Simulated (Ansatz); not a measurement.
**Wurtzite BeO**

All values below come from PBEsol in Ansatz (plane waves, PAW).

Numerical settings: plane-wave cutoff 500 eV, 10×6×1 k mesh (along the axes of the cell as run), gaussian smearing 0.02 eV, scalar-relativistic PAW data made under PBE.

Cell: relaxed at this level.

surface energy of the (10-10) face: 4.83 J/m²
ionisation potential of the slab: 5.67 eV

The slab of 24 atoms is relaxed and unreconstructed.

Static lattice: no zero-point or thermal effects.

Computing time: very roughly 12 core-minutes.

Ansatz is a first-principles code.
